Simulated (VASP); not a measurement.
A run of VASP 6.6.1 is set up as follows.

Contents of INCAR:

```
PREC = Accurate
ENCUT = 600
EDIFF = 1E-7
ISMEAR = 0
SIGMA = 0.02
LREAL = F
LASPH = T
NELM = 60
ALGO = Fast
ISIF = 3
LWAVE = F
LCHARG = F
IBRION = 2
NSW = 60
EDIFFG = -0.02
KPAR = 4
```

KPOINTS

```
regular mesh
0
Gamma
  6 6 6
```

File POSCAR:

```
Al2O3
1.0
    2.3802500000      1.3742379782      4.3318666667
   -2.3802500000      1.3742379782      4.3318666667
    0.0000000000     -2.7484759565      4.3318666667
Al O
4 6
Direct
    0.8521600000      0.8521600000      0.8521600000
    0.6478400000      0.6478400000      0.6478400000
    0.1478400000      0.1478400000      0.1478400000
    0.3521600000      0.3521600000      0.3521600000
    0.0566800000      0.7500000000      0.4433200000
    0.7500000000      0.4433200000      0.0566800000
    0.4433200000      0.0566800000      0.7500000000
    0.9433200000      0.2500000000      0.5566800000
    0.2500000000      0.5566800000      0.9433200000
    0.5566800000      0.9433200000      0.2500000000
```

Potentials or basis: VASP PAW LDA potentials, release 64 (Al, O).

The run is started by

```bash
$ cat potpaw_LDA.64/Al/POTCAR potpaw_LDA.64/O/POTCAR > POTCAR
$ mpirun -np 4 vasp_std > vasp.out
```

(1) Estimate the relaxed volume.

(2) Predict the space group after relaxing (to 0.05 Å).

Results:

(1) 8.33 Å³/atom.

(2) R-3c (No. 167).
